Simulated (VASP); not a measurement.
Wanted: the native input for a VASP 6.6.1 run.

```
Task                   : single point
Functional             : LDA
Potentials or basis    : VASP PAW LDA potentials, release 64 (C)
Cutoff                 : 420 eV
k mesh                 : 8 × 8 × 8
Occupations            : gaussian, width 0.05 eV
Spin                   : no spin polarisation
Further INCAR settings : ALGO = Normal; EDIFF = 1e-07
```

The structure of C lies in POSCAR:

```
C
1.0
    0.0000000000      1.7835000000      1.7835000000
    1.7835000000      0.0000000000      1.7835000000
    1.7835000000      1.7835000000      0.0000000000
C
2
Direct
    0.0000000000      0.0000000000      0.0000000000
    0.2500000000      0.2500000000      0.2500000000
```

This isn't the form of C at room conditions, which is graphite.

These files were run (other wordings do the same):

INCAR

```
SYSTEM = C
ALGO = Normal
EDIFF = 1E-7
ENCUT = 420
ISIF = 2
ISMEAR = 0
LASPH = .TRUE.
LCHARG = .FALSE.
LREAL = .FALSE.
LWAVE = .FALSE.
NELM = 80
PREC = Accurate
SIGMA = 0.05
```

KPOINTS

```
k-points
0
G
  8 8 8
  0 0 0
```

Potentials or basis: VASP PAW LDA potentials, release 64 (C).

Run with:

```bash
$ cat potpaw_LDA.64/C/POTCAR > POTCAR
$ mpirun -np 1 vasp_std > vasp.out
```

Results of the run:

| Property | Result |
| --- | --- |
| Band gap on the k mesh | 4.09 eV, indirect (least direct gap 5.53 eV) |

Wall time 7.8 s on 1 thread of Intel(R) Xeon(R) Platinum 8559C (Emerald Rapids) (shared host), peak memory 0.1 GiB.
